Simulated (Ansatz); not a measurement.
# ZrO₂ under pressure

These are results of Ansatz, DFT PBE, scalar-relativistic, plane waves, PAW, not measurements. Cutoff 420 eV, 8×8×8 k-points (Γ-centred), fixed occupations. No spin polarisation. Phonons by linear response, acoustic sum rule imposed.

Equilibrium structure at this level:
```cif
data_structure
_symmetry_space_group_name_H-M 'Fm-3m'
_symmetry_Int_Tables_number 225
_cell_length_a 5.1158
_cell_length_b 5.1158
_cell_length_c 5.1158
_cell_angle_alpha 90.000
_cell_angle_beta 90.000
_cell_angle_gamma 90.000
_cell_volume 133.89
loop_
_atom_site_label
_atom_site_type_symbol
_atom_site_symmetry_multiplicity
_atom_site_Wyckoff_symbol
_atom_site_fract_x
_atom_site_fract_y
_atom_site_fract_z
_atom_site_occupancy
Zr1 Zr 4 a 0.00000 0.00000 0.00000 1
O1 O 8 c 0.25000 0.75000 0.75000 1
```

Optical modes at Γ (cm⁻¹) at zero pressure: 220, 549.

Under hydrostatic pressure the same modes lie at 382, 685 cm⁻¹. What is the pressure, and how much has the cell shrunk?

Answers

50 GPa; the volume is 14.2 % smaller.

This fluorite-type form isn't the usual stable structure of the compound at low pressure.

Cost: 2 runs of about 0.89 core-minutes in all, on Intel Xeon 6975P-C (Granite Rapids), Intel Xeon Processor @ 2.50GHz (Skylake/Cascade Lake) (shared hosts).